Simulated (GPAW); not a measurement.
Wanted: an ASE script for a GPAW 26.7.0 run.

* Task: band structure
* Functional: MS2
* Potentials or basis: GPAW PAW data sets (gpaw-data 1.2.1)
* Cutoff: 600 eV
* Basis: pw
* k mesh: 9 × 9 × 9
* Occupations: fermi-dirac, width 0.05 eV
* Spin: spin-orbit coupling, no magnetisation
* Maxiter: 150
* Band path: GXWKGLUWLK,UX
* Band points: 60
* spin axis theta (degrees): 54.7
* spin axis phi (degrees): 45
* Soc after scf: second variation without the xc potential

The structure of Pb lies in Pb.xyz:

```xyz
1
Lattice="0.0000000000 2.4750200000 2.4750200000 2.4750200000 0.0000000000 2.4750200000 2.4750200000 2.4750200000 0.0000000000" Properties=species:S:1:pos:R:3 pbc="T T T"
Pb     0.0000000000      0.0000000000      0.0000000000
```

One way to write it, as run:

run.py

```python
import numpy as np
from ase.dft.bandgap import bandgap
from ase.io import read, write
from ase.units import GPa
from gpaw import GPAW, PW
from gpaw.spinorbit import soc_eigenstates

atoms = read('Pb.xyz')

calc = GPAW(mode=PW(600),
            xc='MGGA_X_MS2+GGA_C_REGTPSS',
            kpts={'size': (9, 9, 9), 'gamma': True},
            occupations={'name': 'fermi-dirac', 'width': 0.05},
            nbands=14,
            convergence={'density': 1e-05, 'energy': 1e-05},
            maxiter=150,
            txt='gpaw.txt')
atoms.calc = calc
energy = atoms.get_potential_energy()
forces = atoms.get_forces()
stress = atoms.get_stress()
calc.write('gs.gpw')
write('result.traj', atoms)
print(f'Energy: {energy:.6f} eV')
print('Forces (eV/A):')
print(forces.round(4))
print('Stress (GPa):', (stress / GPa).round(3))
print('Fermi level:', round(calc.get_fermi_level(), 4), 'eV')
print(f'Gap: {bandgap(calc)[0]:.4f} eV, direct: {bandgap(calc, direct=True)[0]:.4f} eV')

path = atoms.cell.bandpath('GXWKGLUWLK,UX', npoints=60, eps=1e-4)
bs_calc = calc.fixed_density(kpts=path, symmetry='off', nbands=23,
                             convergence={'bands': 'CBM+6.0', 'eigenstates': 1e-6}, txt='bands.txt')
bs = bs_calc.band_structure()
bs.write('bs.json')
print(f'Gap on the path: {bandgap(bs_calc)[0]:.4f} eV')

soc = soc_eigenstates(bs_calc, theta=54.7, phi=45, ignore_xc_potential=True)
np.savetxt('soc_bands.dat', soc.eigenvalues(), fmt='%.4f')
mesh = soc_eigenstates('gs.gpw', theta=54.7, phi=45, ignore_xc_potential=True)
np.savetxt('soc_mesh.dat', mesh.eigenvalues(), fmt='%.4f')
print('Fermi level with spin-orbit coupling:', round(mesh.fermi_level, 4), 'eV')
```

Potentials or basis: GPAW PAW data sets (gpaw-data 1.2.1), pw.

Run with:

```console
$ OMP_NUM_THREADS=1 python run.py
```

Results of the run:

```
Pressure                : -1.1 GPa
Band gap along the path : none (metal or under the smearing width)
```

Caveat: spin-orbit coupling was added after a scalar SCF, so levels and gaps hold it while energy, forces, pressure and moments don't; this program's spin-orbit splittings come out too wide for heavy elements; the PAW data sets were made with another functional, which shifts forces and pressure a little.

It took 47 s on 1 thread of Intel(R) Xeon(R) Platinum 8488C (Sapphire Rapids), with other jobs on the host, peak memory 0.32 GiB.
